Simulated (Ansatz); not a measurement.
# Ge: equation of state with LDA

The system is Ge.

```
Ge
1.0
     4.05040    0.00000    0.00000
    -2.02520    3.50775    0.00000
     0.00000    0.00000   10.99336
Ge
4
Direct
  0.66667 0.33333 0.41485
  0.33333 0.66667 0.91485
  0.00000 0.00000 0.47745
  0.00000 0.00000 0.97745
```

This isn't the form of Ge at room conditions, which is diamond.

| Quantity | Value |
| --- | --- |
| Program | Ansatz 0.2.0 |
| Task | equation of state |
| Functional | LDA |
| Potentials or basis | Ansatz PAW |
| Cutoff | 420 eV |
| Density cutoff | 1680 eV |
| k mesh | 6 × 6 × 2 |
| Occupations | fermi-dirac, width 0.05 eV |
| Spin | no spin polarisation |

- Equilibrium volume: 35.93 Å³/atom (rough: see the caveat)
- Bulk modulus at fixed shape and positions: 39 GPa (rough)

Energy against volume, from the lowest point:
| volume (Å³/atom) | energy (meV/atom) |
| --- | --- |
| 36.705 | 0.00 |
| 37.486 | 5.49 |
| 38.267 | 13.91 |
| 39.048 | 24.90 |
| 39.829 | 38.14 |
| 40.610 | 53.25 |
| 41.391 | 69.80 |

All runs of the series together: 25 s on 2 threads of Intel(R) Xeon(R) Platinum 8375C CPU @ 2.90GHz (Ice Lake) (shared host).

Caveat: the minimum lies outside the volumes run; the cell was scaled at fixed shape and fractional positions, which overstates the stiffness of a crystal with free parameters, most of all of layers and chains.
